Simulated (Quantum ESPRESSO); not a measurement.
Crystal: BP.

```
P B
1.0
     0.00000    2.26900    2.26900
     2.26900    0.00000    2.26900
     2.26900    2.26900    0.00000
P B
1 1
Direct
  0.75000 0.75000 0.75000
  0.00000 0.00000 0.00000
```

Base run:

* Program: Quantum ESPRESSO 7.5
* Functional: WC
* Potentials or basis: GBRV 1.5 PBE
* Cutoff: 612 eV
* Density cutoff: 4898 eV
* k mesh: 8 × 8 × 8, shifted
* Occupations: fermi-dirac, width 0.05 eV
* Spin: no spin polarisation

Its results: pressure -1.7 GPa; electronic dielectric tensor (diagonal) 9.31.

The run is repeated on the same cell with these changes: functional from WC to AM05. What comes out?

Pressure -2.3 GPa; electronic dielectric tensor (diagonal) 9.35.

Caveats: the potentials were made for another functional, which shifts forces and pressure.

Not every run made on this cell is shown here.
